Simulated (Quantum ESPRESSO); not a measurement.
A calculation with Quantum ESPRESSO 7.5 of FeO (Wuestite) (ASE script, structure from a POSCAR):

Contents of run.py:

```python
import numpy as np
from ase.calculators.espresso import Espresso, EspressoProfile
from ase.io import read

atoms = read('POSCAR')
atoms.set_initial_magnetic_moments([3.0, 0.0])

input_data = {
    'control': {'calculation': 'scf', 'prefix': 'pwscf', 'outdir': './tmp', 'tprnfor': True, 'tstress': True, 'disk_io': 'nowf'},
    'system': {'ecutwfc': 56.0, 'ecutrho': 448.0, 'nbnd': 21, 'occupations': 'smearing', 'smearing': 'fd', 'degauss': 0.00367493, 'nspin': 2},
    'electrons': {'conv_thr': 4e-10, 'electron_maxstep': 120, 'mixing_beta': 0.3},
}
pseudopotentials = {'Fe': 'fe_pbesol_v1.5.uspp.F.UPF', 'O': 'o_pbesol_v1.2.uspp.F.UPF'}
profile = EspressoProfile(command='mpirun -n 2 pw.x -nk 2', pseudo_dir='pseudo')
dft = Espresso(profile=profile, input_data=input_data, pseudopotentials=pseudopotentials, kpts=(11, 11, 11), koffset=(0, 0, 0))
atoms.calc = dft

print(f'energy {atoms.get_potential_energy():.8f} eV')
print('forces (eV/A)')
print(np.round(atoms.get_forces(), 6))
print('stress (eV/A^3, Voigt)')
print(np.round(atoms.get_stress(), 8))
print(f'Fermi level {dft.get_fermi_level():.4f} eV')
```

POSCAR

```
FeO
1.0
    1.5188209023      0.8768916568      2.5195772846
   -1.5188209023      0.8768916568      2.5195772846
    0.0000000000     -1.7537833136      2.5195772846
Fe O
1 1
Direct
    0.0000000000      0.0000000000      0.0000000000
    0.5000000000      0.5000000000      0.5000000000
```

Potentials or basis: GBRV 1.5 PBEsol.

Run with:

```sh
$ OMP_NUM_THREADS=1 python run.py
```

**Question.** Write the same calculation in another form: native input, structure typed inline.

**Answer.** As run:

File pw.in:

```
&CONTROL
  calculation = 'scf'
  prefix = 'pwscf'
  outdir = './tmp'
  pseudo_dir = './pseudo'
  tprnfor = .true.
  tstress = .true.
  disk_io = 'low'
/
&SYSTEM
  ibrav = 0
  celldm(1) = 8
  nat = 2
  ntyp = 2
  ecutwfc = 56
  ecutrho = 448
  nbnd = 21
  occupations = 'smearing'
  smearing = 'fd'
  degauss = 0.00367493
  nspin = 2
  starting_magnetization(1) = 0.1875
  starting_magnetization(2) = 0
/
&ELECTRONS
  conv_thr = 4d-10
  electron_maxstep = 120
  mixing_beta = 0.3
/
ATOMIC_SPECIES
Fe    55.8450 fe_pbesol_v1.5.uspp.F.UPF
O     15.9990 o_pbesol_v1.2.uspp.F.UPF
CELL_PARAMETERS alat
  0.3587694422130   0.2071356340402   0.5951638772153
 -0.3587694422130   0.2071356340402   0.5951638772153
  0.0000000000000  -0.4142712680803   0.5951638772153
ATOMIC_POSITIONS crystal
Fe     0.0000000000    0.0000000000    0.0000000000
O      0.5000000000    0.5000000000    0.5000000000
K_POINTS automatic
11 11 11 0 0 0
```

File pp_density.in:

```
&INPUTPP
  prefix = 'pwscf'
  outdir = './tmp'
  filplot = 'density.dat'
  plot_num = 0
/
&PLOT
  nfile = 1
  filepp(1) = 'density.dat'
  iflag = 3
  output_format = 6
  fileout = 'density.cube'
/
```

Contents of pp_potential.in:

```
&INPUTPP
  prefix = 'pwscf'
  outdir = './tmp'
  filplot = 'potential.dat'
  plot_num = 11
/
&PLOT
  nfile = 1
  filepp(1) = 'potential.dat'
  iflag = 3
  output_format = 6
  fileout = 'potential.cube'
/
```

File pp_spin.in:

```
&INPUTPP
  prefix = 'pwscf'
  outdir = './tmp'
  filplot = 'spin.dat'
  plot_num = 6
/
&PLOT
  nfile = 1
  filepp(1) = 'spin.dat'
  iflag = 3
  output_format = 6
  fileout = 'spin.cube'
/
```

Potentials or basis: GBRV 1.5 PBEsol.

The run is started by

```bash
$ OMP_NUM_THREADS=1 mpirun -n 2 pw.x -nk 2 -in pw.in > pw.out
$ OMP_NUM_THREADS=1 mpirun -n 1 pp.x -in pp_density.in > pp_density.out
$ OMP_NUM_THREADS=1 mpirun -n 1 pp.x -in pp_potential.in > pp_potential.out
$ OMP_NUM_THREADS=1 mpirun -n 1 pp.x -in pp_spin.in > pp_spin.out
```

Both were run:

|  | ASE script, structure from a POSCAR | native input, structure typed inline |
| --- | --- | --- |
| Pressure | -9.3 GPa | -9.3 GPa |
| Band gap on the k mesh | none (metal or under the smearing width) | none (metal or under the smearing width) |
| Net moment | 4.00 μB per cell | 4.00 μB per cell |
| Absolute moment | 4.01 μB per cell | 4.01 μB per cell |
| Site moments | Fe +3.46; O +0.32 μB | Fe +3.46; O +0.32 μB |
| Valence electrons inside the program's atomic spheres | Fe 13.54; O 5.82 | Fe 13.54; O 5.82 |

Keys that steer only the numerical path or the files written may differ.

Caveat: a cell with one magnetic atom can't hold antiferromagnetic order, which such compounds often take; semilocal functionals often make such compounds metallic where correlation or magnetic order opens a gap, which also shifts bond lengths.
